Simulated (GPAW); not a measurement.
# AlN (P6_3mc) in GPAW: notebook

One crystal, AlN, is run at these levels: PBE, rSCAN; tasks: band structure, phonons.

Everything below comes from runs of GPAW 26.7.0. Logs are shortened: lines on timing, memory, paths and dates and some standing lists are left out, and cuts for length are marked. The log counts tension as positive stress, the text compression.

**Experimental background.**

From “Self-assembly of well-separated AlN nanowires directly on sputtered metallic TiN films”, 2019, arxiv:1910.07391, for a bulk crystal of AlN at 10 K: band gap 6.034 eV (an exciton energy, a little under the gap).

The results are compared with them further down.

## Step 1: The structure

It takes space group P6_3mc (No. 186, hexagonal). The conventional cell has a = 3.113 Å, b = 3.113 Å, c = 4.981 Å, α = 90.00°, β = 90.00°, γ = 120.00°. Al (site symmetry 3m) has 4 N at 1.89 Å as nearest neighbours. Around N (site symmetry 3m) lie 4 Al at 1.89 Å.

## Step 2: Band structure, PBE

File run.py:

```python
from ase import Atoms
from ase.dft.bandgap import bandgap
from ase.io import write
from gpaw import GPAW

atoms = Atoms(['Al', 'Al', 'N', 'N'],
              cell=[[3.113, 0.0, 0.0],
                    [-1.5565, 2.695937082, 0.0],
                    [0.0, 0.0, 4.981]],
              scaled_positions=[[0.6666666667, 0.3333333333, 0.5],
                                [0.3333333333, 0.6666666667, 0.0],
                                [0.6666666667, 0.3333333333, 0.88],
                                [0.3333333333, 0.6666666667, 0.38]],
              pbc=True)

calc = GPAW(mode='fd',
            h=0.2,
            xc='PBE',
            kpts={'size': (7, 7, 4), 'gamma': True},
            occupations={'name': 'fermi-dirac', 'width': 0.05},
            nbands=18,
            convergence={'density': 1e-05, 'energy': 1e-05},
            maxiter=150,
            txt='gpaw.txt')
atoms.calc = calc
energy = atoms.get_potential_energy()
forces = atoms.get_forces()
calc.write('gs.gpw')
write('result.traj', atoms)
print(f'Energy: {energy:.6f} eV')
print('Forces (eV/A):')
print(forces.round(4))
print('Fermi level:', round(calc.get_fermi_level(), 4), 'eV')
print(f'Gap: {bandgap(calc)[0]:.4f} eV, direct: {bandgap(calc, direct=True)[0]:.4f} eV')

path = atoms.cell.bandpath('GMKGALHA,LM,KH', npoints=60, eps=1e-4)
bs_calc = calc.fixed_density(kpts=path, symmetry='off', nbands=29,
                             convergence={'bands': 'CBM+6.0', 'eigenstates': 1e-6}, txt='bands.txt')
bs = bs_calc.band_structure()
bs.write('bs.json')
print(f'Gap on the path: {bandgap(bs_calc)[0]:.4f} eV')
```

Potentials or basis: GPAW PAW data sets (gpaw-data 1.2.1), fd.

Run with:

```
$ OMP_NUM_THREADS=1 python run.py
```

gpaw.txt:

```text
__  _  _
 | _ |_)|_||  |
 |__||  | ||/\| - 26.7.0

Input parameters:
  mode=FD(),
  convergence={'density': 1e-05, 'energy': 1e-05},
  h=0.2,
  kpts=MonkhorstPack(size=(7, 7, 4), gamma=True),
  maxiter=150,
  nbands=18,
  occupations=Occupations(name='fermi-dirac', width=0.05),
  xc=XC(name='PBE')

Diagonalizing LCAO Hamiltonian
Converting LCAO to fd mode

           N

           Al
        N

        Al

Atoms  # Å, Bohr magnetons
|   | symbol |         x |        y |        z |    initial magnetic moments |
|---|--------|-----------|----------|----------|-----------------------------|
| 0 |     Al |  1.556500 | 0.898646 | 2.490500 | ( 0.0000,  0.0000,  0.0000) |
| 1 |     Al | -0.000000 | 1.797291 | 0.000000 | ( 0.0000,  0.0000,  0.0000) |
| 2 |      N |  1.556500 | 0.898646 | 4.383280 | ( 0.0000,  0.0000,  0.0000) |
| 3 |      N | -0.000000 | 1.797291 | 1.892780 | ( 0.0000,  0.0000,  0.0000) |

Unit cell  # Å
| periodic |         x |        y |        z |  lengths |     angles |
|----------|-----------|----------|----------|----------|------------|
|      yes |  3.113000 | 0.000000 | 0.000000 | 3.113000 |  90.000000 |
|      yes | -1.556500 | 2.695937 | 0.000000 | 3.113000 |  90.000000 |
|      yes |  0.000000 | 0.000000 | 4.981000 | 4.981000 | 120.000000 |

Number of symmetries: 6
Symmetry operations  # r_c * U_cc + t_c -> r_c
|   | kind |            matrix            |
|---|------|------------------------------|
| 0 |  σ   |  1, 1, 0,  0,-1, 0,  0, 0, 1 |
| 1 |  E   |  1, 0, 0,  0, 1, 0,  0, 0, 1 |
| 2 |  C3  |  0, 1, 0, -1,-1, 0,  0, 0, 1 |
| 3 |  σ   |  0,-1, 0, -1, 0, 0,  0, 0, 1 |
| 4 |  σ   | -1, 0, 0,  1, 1, 0,  0, 0, 1 |
| 5 |  C3  | -1,-1, 0,  1, 0, 0,  0, 0, 1 |

BZ-sampling:
  Number of BZ points: 196
  Number of IBZ points: 28

  Monkhorst-Pack size: [7, 7, 4]
  Monkhorst-Pack shift: [0.0, 0.0, 0.125]

K-points  # in reciprocal-cell coordinates
|     |                                coordinates |     weight |
|-----|--------------------------------------------|------------|
|   0 | (  0.00000000,   0.00000000,   0.00000000) | 0.00510204 |
|   1 | (  0.00000000,   0.00000000,   0.25000000) | 0.01020408 |
|   2 | (  0.00000000,   0.00000000,   0.50000000) | 0.00510204 |
|   3 | (  0.14285714,   0.00000000,  -0.25000000) | 0.03061224 |
|   4 | (  0.14285714,   0.00000000,   0.00000000) | 0.03061224 |
|   5 | (  0.14285714,   0.00000000,   0.25000000) | 0.03061224 |
|   6 | (  0.14285714,   0.00000000,   0.50000000) | 0.03061224 |
|   7 | (  0.28571429,  -0.14285714,   0.00000000) | 0.03061224 |
|   8 | (  0.28571429,  -0.14285714,   0.25000000) | 0.06122449 |
|   9 | (  0.28571429,  -0.14285714,   0.50000000) | 0.03061224 |
| ... |                                            |            |
|  27 | (  0.42857143,   0.42857143,   0.50000000) | 0.03061224 |

Uniform wave function grid shape: (np.int64(12), np.int64(12), np.int64(24))
Spin-components: 1 (collinear spins)
Bands:           18
Projectors:      20
Spin-degeneracy: 2
Datatype:        complex128

Parallelization:
  kpt:    1
  domain: 1
  band:   1

Density:
  Valence electrons: 16.0
  Components: 1
  Grid points: [12 12 24]
  Charge: 0.0  # |e|

Potential:
  Grid points: [12 12 24]

species:
  Al:
    name:    Aluminium
    Z:       13.0
    valence: 3
    core:    10
    charge:  0.0  # [|e|]
    compensation charges:
      type: gauss
      rc: 0.34  # [Å]
      lmax: 2
    cutoffs:
      filter: 1.91  # [Å]
      core: 2.36  # [Å]
    projectors
    | kind |    occ | energy [eV] | rcut [Å] |
    |------|--------|-------------|----------|
    |   3s |  2.000 |      -7.753 |    1.085 |
    |   3p |  1.000 |      -2.712 |    1.085 |
    |    s |        |      19.459 |    1.085 |
    |    p |        |      24.499 |    1.085 |
    |    d |        |       0.000 |    1.085 |

    Using partial waves for Al as LCAO basis

  N:
    name:    Nitrogen
    Z:       7.0
    valence: 5
    core:    2
    charge:  0.0  # [|e|]
    compensation charges:
      type: gauss
      rc: 0.18  # [Å]
      lmax: 2
    cutoffs:
      filter: 1.11  # [Å]
      core: 0.96  # [Å]
    projectors
    | kind |    occ | energy [eV] | rcut [Å] |
    |------|--------|-------------|----------|
    |   2s |  2.000 |     -18.583 |    0.603 |
    |   2p |  3.000 |      -7.089 |    0.529 |
    |    s |        |       8.629 |    0.603 |
    |    p |        |      20.123 |    0.529 |
    |    d |        |       0.000 |    0.577 |

    Using partial waves for N as LCAO basis

Reference energy: -16170.289538  # eV

eigensolver:
  PPCG
  Converge bands: occupied
  niter=2

density mixing:
  MSR1-Mixer
  Pratt-step length: 0.05
  Maximum mixing coefficient: 0.75
  Old densities: 10
  SVD Regularization: 0.005
  Good broyden scale: 1.0
  Trust region scale: 1.0
  Backstep threshold: 4.0
  History deletion threshold: 6.0
  Fourier metric: weight=20.0, sigma=0.015

occupation numbers:
  Fermi-Dirac:
    width: 0.0500  # eV

FastPoissonSolver using
    Stencil: 8*3+1=25 point O(h^6) finite-difference Laplacian
    FFT axes: [np.int64(0), np.int64(1), np.int64(2)]
    FST axes: []

xc functional:
  name: PBE with 2 nearest neighbor stencil
interpolation: tri-quintic # 5. degree polynomial

convergence criteria:
- Maximum integral of absolute [dens]ity change: 1e-05 electrons / valence electron
- Maximum [total energy] change in last 3 cyles: 1e-05 eV / valence electron
- Maximum integral of absolute [eigenst]ate change: 4e-08 eV^2 / valence electron
maximum number of iterations: 150

SCF iterations
|iter     | |      energy | eigst |  dens |
|---------|-|-------------|-------|-------|
|iter:   1| |  -34.606879 | +0.74 |       |
|iter:   2| |  -33.446341 | -0.43 | -0.54 |
|iter:   3| |  -30.035977 | +0.13 | -0.59 |
|iter:   4| |  -30.080229 | -1.18 | -1.23 |
|iter:   5| |  -30.098896 | -1.86 | -1.50 |
|iter:   6| |  -30.099114 | -2.99 | -2.76 |
|iter:   7| |  -30.099145 | -3.85 | -3.28 |
|iter:   8| |  -30.099147c| -4.76 | -3.59 |
|iter:   9| |  -30.099147c| -5.54 | -4.05 |
|iter:  10| |  -30.099147c| -6.40 | -4.38 |
|iter:  11| |  -30.099147c| -7.15 | -5.23c|
|iter:  12| |  -30.099147c| -7.58c| -5.67c|

Converged in 12 steps
Energy contributions relative to reference atoms: (reference = -16170.289538)

Energy contributions:
  Kinetic:          37.584459
  Coulomb:         -35.002187
  Zero:              2.222815
  External:          0.000000
  Xc:              -34.904235
  Entropy:          -0.000000
  Spinorbit:         0.000000
  ----------------------------
  Free energy:     -30.099147
  Extrapolated:    -30.099147

dipole moment: (0.000000, -0.000000, -6.794019)  # |e|*Ang

Fermi level: 7.152
Eigenvalues  # (at kpt = [0.000, 0.000, 0.000])
| band index |      eig [eV] | occ [0-2] |
|------------|---------------|-----------|
|          0 |        -8.946 |     2.000 |
|          1 |        -6.765 |     2.000 |
|          2 |         0.177 |     2.000 |
|          3 |         5.217 |     2.000 |
|          4 |         5.218 |     2.000 |
|          5 |         5.861 |     2.000 |
[... 8 lines left out ...]
|         14 |        19.276 |     0.000 |
|         15 |        19.284 |     0.000 |
|        ... |               |           |
|         17 |        20.932 |     0.000 |

Gap: 4.252 eV
Transition (v -> c):
  (s=0, k=0, n=7, [0.00, 0.00, 0.00]) -> (s=0, k=0, n=8, [0.00, 0.00, 0.00])
No difference between direct/indirect transitions

Forces  # eV/Ang
|        x |       y |        z |
|----------|---------|----------|
|  0.00000 | 0.00000 | -0.13857 |  # Al   0
| -0.00000 | 0.00000 | -0.13858 |  # Al   1
| -0.00000 | 0.00000 | -0.06454 |  # N    2
|  0.00000 | 0.00000 | -0.06449 |  # N    3

# Writing to gs.gpw (mode='')
```

stdout:

```text
Energy: -30.099147 eV
Forces (eV/A):
[[ 0.      0.     -0.1386]
 [-0.      0.     -0.1386]
 [-0.      0.     -0.0645]
 [ 0.      0.     -0.0645]]
Fermi level: 7.1519 eV
Gap: 4.2519 eV, direct: 4.2519 eV
Gap on the path: 4.2519 eV
```

Wall time 75 s (1 thread of Arm Neoverse V1, shared host); peak memory 0.33 GiB.

Results:

```yaml
Free_energy: -30.0991 eV
Band_gap_on_the_k_mesh: 4.25 eV, direct
Band_gap_along_the_path: 4.25 eV, direct
```

Levels at the corners of the path, in eV from the valence-band top:
```csv
point,band 5,band 6,band 7,band 8,band 9,band 10,band 11,band 12
Γ,-0.97,-0.33,-0.33,0.00,4.25,6.65,10.58,11.09
M,-3.35,-2.19,-1.79,-0.80,5.76,5.76,8.17,10.14
K,-3.85,-2.54,-2.39,-2.39,4.98,8.21,9.57,9.58
Γ,-0.97,-0.33,-0.33,0.00,4.25,6.65,10.58,11.09
A,-0.66,-0.66,-0.66,-0.66,6.48,6.48,10.30,10.30
L,-1.57,-1.57,-1.38,-1.38,5.27,5.27,9.22,9.22
H,-3.94,-3.94,-0.83,-0.83,7.30,7.30,7.81,7.81
A,-0.66,-0.66,-0.66,-0.66,6.48,6.48,10.30,10.30
L,-1.57,-1.57,-1.38,-1.38,5.27,5.27,9.22,9.22
M,-3.35,-2.19,-1.79,-0.80,5.76,5.76,8.17,10.14
K,-3.85,-2.54,-2.39,-2.39,4.98,8.21,9.57,9.58
H,-3.94,-3.94,-0.83,-0.83,7.30,7.30,7.81,7.81
```

Caveat: the real-space grid adds noise to forces; the forces don't sum to zero, a sign of grid noise.

## Step 3: Phonons, rSCAN

File run.py:

```python
import json
import numpy as np
from ase import Atoms
from ase.constraints import FixSymmetry
from ase.filters import FrechetCellFilter
from ase.io import write
from ase.optimize import BFGS
from phonopy import Phonopy
from phonopy.structure.atoms import PhonopyAtoms
from gpaw import GPAW, PW

atoms = Atoms(['Al', 'Al', 'N', 'N'],
              cell=[[3.113, 0.0, 0.0],
                    [-1.5565, 2.695937082, 0.0],
                    [0.0, 0.0, 4.981]],
              scaled_positions=[[0.6666666667, 0.3333333333, 0.5],
                                [0.3333333333, 0.6666666667, 0.0],
                                [0.6666666667, 0.3333333333, 0.88],
                                [0.3333333333, 0.6666666667, 0.38]],
              pbc=True)

calc = GPAW(mode=PW(680),
            xc='MGGA_X_RSCAN+MGGA_C_RSCAN',
            kpts={'size': (7, 7, 4), 'gamma': True},
            occupations={'name': 'fermi-dirac', 'width': 0.05},
            nbands=18,
            convergence={'density': 1e-06, 'eigenstates': 1e-09},
            maxiter=75,
            txt='gpaw.txt')
atoms.calc = calc
atoms.set_constraint(FixSymmetry(atoms))
BFGS(FrechetCellFilter(atoms), trajectory='relax.traj', logfile='-').run(fmax=0.005, steps=40)
atoms.set_constraint()
energy = atoms.get_potential_energy()
forces = atoms.get_forces()
stress = atoms.get_stress()
calc.write('gs.gpw')
write('result.traj', atoms)
print('Cell:', atoms.cell.cellpar().round(4))
print(atoms.get_scaled_positions().round(5))

def force_constants(scale):
    unit = PhonopyAtoms(symbols=atoms.get_chemical_symbols(), cell=atoms.cell[:] * scale**(1 / 3),
                        scaled_positions=atoms.get_scaled_positions())
    ph = Phonopy(unit, supercell_matrix=np.diag([1, 1, 1]), primitive_matrix=np.eye(3), symprec=1e-4)
    ph.generate_displacements(distance=0.01)
    forces = []
    for i, sc in enumerate(ph.supercells_with_displacements):
        a = Atoms(sc.symbols, cell=sc.cell, scaled_positions=sc.scaled_positions, pbc=True)
        c = GPAW(mode=PW(680),
                 xc='MGGA_X_RSCAN+MGGA_C_RSCAN',
                 kpts={'size': (7, 7, 4), 'gamma': True},
                 occupations={'name': 'fermi-dirac', 'width': 0.05},
                 nbands=18,
                 convergence={'density': 1e-06, 'eigenstates': 1e-09},
                 maxiter=75,
                 txt=f'disp-{scale:.3f}-{i:02d}.txt')
        a.calc = c
        f = a.get_forces()
        forces.append(f - f.mean(axis=0))
        print(f'displacement {i}: drift', f.mean(axis=0).round(5), flush=True)
    ph.forces = forces
    ph.produce_force_constants()
    ph.symmetrize_force_constants()
    return ph

qpoints = [[0.0, 0.0, 0.0]]
results = {}
for scale in [1.0]:
    ph = force_constants(scale)
    ph.run_qpoints(qpoints)
    nu = ph.qpoints.frequencies * 33.35641  # THz to cm^-1
    results[f'{scale:.3f}'] = nu.tolist()
    for qp, f in zip(qpoints, nu):
        print(scale, np.round(qp, 4), f.round(2))
json.dump(results, open('phonons.json', 'w'))
```

Potentials or basis: GPAW PAW data sets (gpaw-data 1.2.1), pw.

Run with:

```
$ OMP_NUM_THREADS=1 python run.py
```

gpaw.txt:

```text
__  _  _
 | _ |_)|_||  |
 |__||  | ||/\| - 26.7.0

Input parameters:
  mode=PW(ecut=680.0),
  convergence={'density': 1e-06, 'eigenstates': 1e-09},
  kpts=MonkhorstPack(size=(7, 7, 4), gamma=True),
  maxiter=75,
  nbands=18,
  occupations=Occupations(name='fermi-dirac', width=0.05),
  xc=XC(name='MGGA_X_RSCAN+MGGA_C_RSCAN')

Diagonalizing LCAO Hamiltonian
Converting LCAO to pw mode

           N

           Al
        N

        Al

Atoms  # Å, Bohr magnetons
|   | symbol |        x |        y |        z |    initial magnetic moments |
|---|--------|----------|----------|----------|-----------------------------|
| 0 |     Al | 1.556500 | 0.898646 | 2.490500 | ( 0.0000,  0.0000,  0.0000) |
| 1 |     Al | 0.000000 | 1.797291 | 0.000000 | ( 0.0000,  0.0000,  0.0000) |
| 2 |      N | 1.556500 | 0.898646 | 4.383280 | ( 0.0000,  0.0000,  0.0000) |
| 3 |      N | 0.000000 | 1.797291 | 1.892780 | ( 0.0000,  0.0000,  0.0000) |

Unit cell  # Å
| periodic |         x |        y |        z |  lengths |     angles |
|----------|-----------|----------|----------|----------|------------|
|      yes |  3.113000 | 0.000000 | 0.000000 | 3.113000 |  90.000000 |
|      yes | -1.556500 | 2.695937 | 0.000000 | 3.113000 |  90.000000 |
|      yes |  0.000000 | 0.000000 | 4.981000 | 4.981000 | 120.000000 |

Number of symmetries: 6
Symmetry operations  # r_c * U_cc + t_c -> r_c
[... 935 lines left out ...]
|        x |         y |        z |
|----------|-----------|----------|
| 0.001421 |  0.000000 | 0.000000 |
| 0.000000 |  0.001421 | 0.000000 |
| 0.000000 | -0.000000 | 0.006484 |

Forces  # eV/Ang
|        x |       y |        z |
|----------|---------|----------|
| -0.00000 | 0.00000 |  0.05618 |  # Al   0
|  0.00000 | 0.00000 |  0.05618 |  # Al   1
|  0.00000 | 0.00000 | -0.05790 |  # N    2
| -0.00000 | 0.00000 | -0.05790 |  # N    3
[... 10 lines left out ...]
Atoms  # Å, Bohr magnetons
|   | symbol |        x |        y |         z |    initial magnetic moments |
|---|--------|----------|----------|-----------|-----------------------------|
| 0 |     Al | 1.547393 | 0.893388 |  2.474378 | ( 0.0000,  0.0000,  0.0000) |
| 1 |     Al | 0.000000 | 1.786776 | -0.004553 | ( 0.0000,  0.0000,  0.0000) |
| 2 |      N | 1.547393 | 0.893388 |  4.366879 | ( 0.0000,  0.0000,  0.0000) |
| 3 |      N | 0.000000 | 1.786776 |  1.887948 | ( 0.0000,  0.0000,  0.0000) |

Unit cell  # Å
| periodic |         x |         y |         z |  lengths |     angles |
|----------|-----------|-----------|-----------|----------|------------|
|      yes |  3.094787 |  0.000000 | -0.000000 | 3.094787 |  90.000000 |
|      yes | -1.547393 |  2.680164 |  0.000000 | 3.094787 |  90.000000 |
|      yes |  0.000000 | -0.000000 |  4.957861 | 4.957861 | 120.000000 |

Number of symmetries: 6
Symmetry operations  # r_c * U_cc + t_c -> r_c
|   | kind |            matrix            |
|---|------|------------------------------|
| 0 |  σ   |  1, 1, 0,  0,-1, 0,  0, 0, 1 |
| 1 |  E   |  1, 0, 0,  0, 1, 0,  0, 0, 1 |
| 2 |  C3  |  0, 1, 0, -1,-1, 0,  0, 0, 1 |
| 3 |  σ   |  0,-1, 0, -1, 0, 0,  0, 0, 1 |
| 4 |  σ   | -1, 0, 0,  1, 1, 0,  0, 0, 1 |
| 5 |  C3  | -1,-1, 0,  1, 0, 0,  0, 0, 1 |
[... 191 lines left out ...]
Gap: 5.057 eV
Transition (v -> c):
  (s=0, k=0, n=7, [0.00, 0.00, 0.00]) -> (s=0, k=0, n=8, [0.00, 0.00, 0.00])
No difference between direct/indirect transitions

Stress tensor  # eV/Ang^3
|         x |         y |        z |
|-----------|-----------|----------|
| -0.000362 |  0.000000 | 0.000000 |
|  0.000000 | -0.000362 | 0.000000 |
|  0.000000 |  0.000000 | 0.000478 |

Forces  # eV/Ang
|        x |        y |        z |
|----------|----------|----------|
|  0.00000 |  0.00000 |  0.00057 |  # Al   0
|  0.00000 |  0.00000 |  0.00057 |  # Al   1
| -0.00000 |  0.00000 | -0.00396 |  # N    2
|  0.00000 | -0.00000 | -0.00396 |  # N    3

# Writing to gs.gpw (mode='')
```

stdout:

```text
Step          Energy          fmax
BFGS:    0      -42.445825        0.264829
BFGS:    1      -42.446932        0.217692
BFGS:    2      -42.444631        0.095438
BFGS:    3      -42.443929        0.066823
BFGS:    4      -42.441874        0.004911
Cell: [  3.0948   3.0948   4.9579  90.      90.     120.    ]
[[0.66667 0.33333 0.49908]
 [0.33333 0.66667 0.99908]
 [0.66667 0.33333 0.8808 ]
 [0.33333 0.66667 0.3808 ]]
displacement 0: drift [ 0.      -0.      -0.00179]
displacement 1: drift [-0.       0.      -0.00161]
displacement 2: drift [ 0.00061 -0.00012  0.00024]
displacement 3: drift [-0.00041 -0.0001  -0.00275]
1.0 [0. 0. 0.] [ -0.     0.     0.   245.97 245.97 568.13 630.06 677.84 677.84 690.86
 690.86 748.03]
```

Run time: 11 min. Hardware: 1 thread of Arm Neoverse V2, shared host; peak memory 0.72 GiB.

What came out:

* Free energy: -42.4419 eV
* Relaxed volume: 10.28 Å³/atom
* Relaxed cell: a = 3.095 Å, b = 3.095 Å, c = 4.958 Å, α = 90.00°, β = 90.00°, γ = 120.00°
* Space group after relaxing (to 0.05 Å): P6_3mc (No. 186)
* Pressure after relaxing: 0.0 GPa
* Largest force after relaxing: 0.004 eV/Å
* Band gap on the k mesh: 5.06 eV, direct
* Highest phonon frequency at Γ, LO-TO splitting left out: 748 cm⁻¹

Forces in eV/Å, atoms in the order of the input:
```
Al   0.000  0.000  0.001
Al   0.000  0.000  0.001
N    0.000  0.000 -0.004
N    0.000  0.000 -0.004
```

Final structure:
```
Al N
1.0
     3.09479    0.00000    0.00000
    -1.54739    2.68016    0.00000
     0.00000    0.00000    4.95786
Al N
2 2
Direct
  0.66667 0.33333 0.49908
  0.33333 0.66667 0.99908
  0.66667 0.33333 0.88080
  0.33333 0.66667 0.38080
```

Levels at points of the mesh, in eV from the valence-band top:
```
           k point  band 6  band 7  band 8  band 9  band 10  band 11
(0.00, 0.00, 0.00)   -0.23   -0.23    0.00    5.06     7.64    11.75
(0.00, 0.00, 0.50)   -0.57   -0.57   -0.57    7.38     7.38    11.42
```

Phonon frequencies in cm⁻¹ (negative: imaginary):
| q point | frequencies |
| --- | --- |
| (0.000, 0.000, 0.000) | 0 0 0 246 246 568 630 678 678 691 691 748 |

Caveat: the cutoff is short for stress and forces, so pressures can be off by a GPa or more; the LO-TO splitting is left out; the PAW data sets were made with another functional, which shifts forces and pressure a little.

## Step 4: How close it comes

Step 2. Measured gap of AlN: 6.034 eV (an exciton energy, a little under the gap; 10 K; quoted in “Self-assembly of well-separated AlN nanowires directly on sputtered metallic TiN films”, 2019, arxiv:1910.07391). This calculation gives 4.25 eV (-1.78 eV). 2 values of this kind are on record (6.034 to 6.0343 eV); this one was drawn at random. The value is that of PBE, without temperature or zero-point motion. Semilocal functionals fall short of measured gaps as a rule.
